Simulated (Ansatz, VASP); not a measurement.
Cd2O in VASP and in Ansatz

```xyz
6
Lattice="3.2911 0.0000 0.0000 0.0000 3.2911 0.0000 0.0000 0.0000 9.7379" Properties=species:S:1:pos:R:3 pbc="T T T"
Cd    0.0000    1.6455    1.4730
Cd    0.0000    1.6455    6.3419
Cd    1.6455    0.0000    3.3960
Cd    1.6455    0.0000    8.2649
O     0.0000    0.0000    0.0000
O     1.6455    1.6455    4.8690
```

Alike in both runs: functional r2SCAN; k mesh 4 × 4 × 4; occupations gaussian, width 0.1 eV; no spin polarisation.

Ansatz relaxed the structure, and its values are those at the end. VASP's run is a single point on that final structure, the one shown.

|  | VASP | Ansatz |
| --- | --- | --- |
| version | VASP 6.6.1 | Ansatz 0.2.0 |
| potentials or method | VASP PAW PBE potentials, release 64 (Cd, O) | scalar-relativistic, plane waves, PAW |
| plane-wave cutoff (eV) | 520 | 500 |
| valence electrons in the cell | 60 | 92 |

```tsv
	VASP	Ansatz	Ansatz less VASP
gap on the k mesh at the Fermi level (eV)	none	none	-
pressure (GPa)	1.2	0.1	-1.10
rms of the force components (eV/Å)	0.048	0.001	-0.0466
```

A gap of «none» marks a metal or a gap that the smearing closes. The two sets of potentials don't hold the same shells in valence.

Caveats: the k mesh is coarse (spacing up to 0.48 Å⁻¹), so the values aren't converged; the PAW data sets were made with another functional, which shifts forces and pressure a little (VASP).
